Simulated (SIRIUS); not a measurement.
Si:

```
CELL_PARAMETERS angstrom
-1.62691 1.62691 1.32033
1.62691 -1.62691 1.32033
1.62691 1.62691 -1.32033
ATOMIC_POSITIONS crystal
Si 0.00000 0.00000 0.00000
```

This isn't the form of Si at room conditions, which is diamond.

| Property | Result |
| --- | --- |
| Program | SIRIUS 7.12.0 |
| Task | single point |
| Functional | PBEsol |
| Potentials or basis | all-electron FP-LAPW |
| Cutoff | 158 eV |
| Basis | apw+lo standard |
| k mesh | 13 × 13 × 13 |
| Occupations | fermi-dirac, width 0.05 eV |
| Spin | no spin polarisation |

On this cell: band gap on the k mesh none (metal or under the smearing width).

The same run follows on a disturbed copy (cell strained at random):

```
Si
1.0
    -1.61030    1.61911    1.31237
     1.61830   -1.62054    1.32399
     1.63276    1.64300   -1.31413
Si
1
Direct
  0.98622 0.98437 0.99946
```

Question: What does the disturbed cell give?

Answer: The energy (extrapolated to zero smearing) moves by -0.6 meV/atom; band gap on the k mesh none (metal or under the smearing width).
